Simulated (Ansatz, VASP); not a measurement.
# One calculation of InSe, two programs

```
In Se
1.0
     0.00000    3.67960    3.67960
     3.67960    0.00000    3.67960
     3.67960    3.67960    0.00000
In Se
2 2
Direct
  0.25000 0.25000 0.25000
  0.00000 0.00000 0.00000
  0.75000 0.75000 0.75000
  0.50000 0.50000 0.50000
```

Alike in both runs: functional PBE; k mesh 12 × 12 × 12; occupations gaussian, width 0.1 eV; no spin polarisation.

Ansatz relaxed the structure, and its values are those at the end. VASP's run is a single point on that final structure, the one shown.

|  | VASP | Ansatz |
| --- | --- | --- |
| version | VASP 6.6.1 | Ansatz 0.2.0 |
| potentials or method | VASP PAW PBE potentials, release 64 (In_d, Se) | scalar-relativistic, plane waves, PAW |
| plane-wave cutoff (eV) | 520 | 420 |
| valence electrons in the cell | 38 | 58 |

```tsv
	VASP	Ansatz	Ansatz less VASP
gap on the k mesh at the Fermi level (eV)	none	none	-
pressure (GPa)	0.0	0.0	+0.01
```

A gap of «none» marks a metal or a gap that the smearing closes. The two sets of potentials don't hold the same shells in valence.
